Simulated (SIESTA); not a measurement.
**ZrC under changes of volume**

One of the cells (13.228 Å³/atom); the others are scaled copies at fixed shape and fractional positions:

```xyz
2
Lattice="0.0000 2.3650 2.3650 2.3650 0.0000 2.3650 2.3650 2.3650 0.0000" Properties=species:S:1:pos:R:3 pbc="T T T"
Zr    2.3650    2.3650    2.3650
C     0.0000    0.0000    0.0000
```

* Program: SIESTA 5.4.2
* Functional: LDA
* Potentials or basis: PseudoDojo 0.4 standard (LDA files)
* Basis: DZP (energy shift 0.003 Ry; two zetas on semicore shells)
* Grid cutoff: 800 Ry
* Energy shift: 0.003 Ry
* k mesh: 10 × 10 × 10
* Occupations: fermi-dirac, width 0.05 eV
* Spin: no spin polarisation

| volume (Å³/atom) | energy over the lowest point (meV/atom) | pressure (GPa) |
| --- | --- | --- |
| 12.434 | ? | ? |
| 12.699 | 0.00 | -1.2 |
| 12.963 | 6.10 | -6.0 |
| 13.228 | 19.66 | -10.3 |
| 13.493 | 39.88 | -14.1 |
| 13.757 | 66.16 | -17.6 |
| 14.022 | 97.93 | -20.7 |

Problem. What does the run at 12.434 Å³/atom give?

Solution. Energy over the lowest point 2.31 meV/atom; pressure 4.1 GPa.

Worked out: A Birch-Murnaghan fit of order 3 (a polynomial in V^(-2/3)) to the other rows has its minimum at 12.63 Å³/atom, just outside them, with B0 = V·E''(V) = 243 GPa and B' = 3.9. It gives 2.10 meV/atom at 12.434 Å³/atom, against the run's 2.31, and -dE/dV = 3.9 GPa, against 4.1.

Energies are extrapolated to zero smearing.

Caveats: the basis of atomic orbitals isn't converged, which shifts pressures, moduli and gaps.
